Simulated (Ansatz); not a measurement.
## Si under changes of volume

One of the cells (20.165 Å³/atom); the others are scaled copies at fixed shape and fractional positions:

```xyz
2
Lattice="0.0000 2.7219 2.7219 2.7219 0.0000 2.7219 2.7219 2.7219 0.0000" Properties=species:S:1:pos:R:3 pbc="T T T"
Si    2.7219    2.7219    2.7219
Si    4.0828    4.0828    4.0828
```

| Item | Value |
| --- | --- |
| Program | Ansatz 0.2.0 |
| Functional | PBE exchange only |
| Potentials or basis | all-electron LAPW, relativistic spinors |
| Cutoff | 218 eV (chosen from the basis error) |
| Basis error allowed | 0.001 eV/atom |
| k mesh | 6 × 6 × 6 |
| Occupations | fermi-dirac, width 0.1 eV |
| Spin | spin-orbit coupling, no magnetisation |

```csv
volume (Å³/atom),energy over the lowest point (meV/atom),pressure (GPa),gap on the mesh (eV)
18.955,159.14,17.6,0.82
19.358,?,?,?
19.761,83.81,12.5,0.90
20.165,55.31,10.2,0.93
20.568,32.18,8.2,0.95
20.971,13.89,6.4,0.98
21.375,0.00,4.7,1.00
```

Problem. What does the run at 19.358 Å³/atom give?

Solution. Energy over the lowest point 118.21 meV/atom; pressure 14.9 GPa; gap on the mesh 0.87 eV.

Worked out: A Birch-Murnaghan fit of order 3 (a polynomial in V^(-2/3)) to the other rows has no minimum within the range. It gives 118.21 meV/atom at 19.358 Å³/atom, against the run's 118.21, and -dE/dV = 14.9 GPa, against 14.9. A parabola through the other rows of the gap, of slope 1.82 eV per unit of ln V there, gives 0.86 eV, against the run's 0.87.

Energies are extrapolated to zero smearing.

A mesh can miss the band edges.
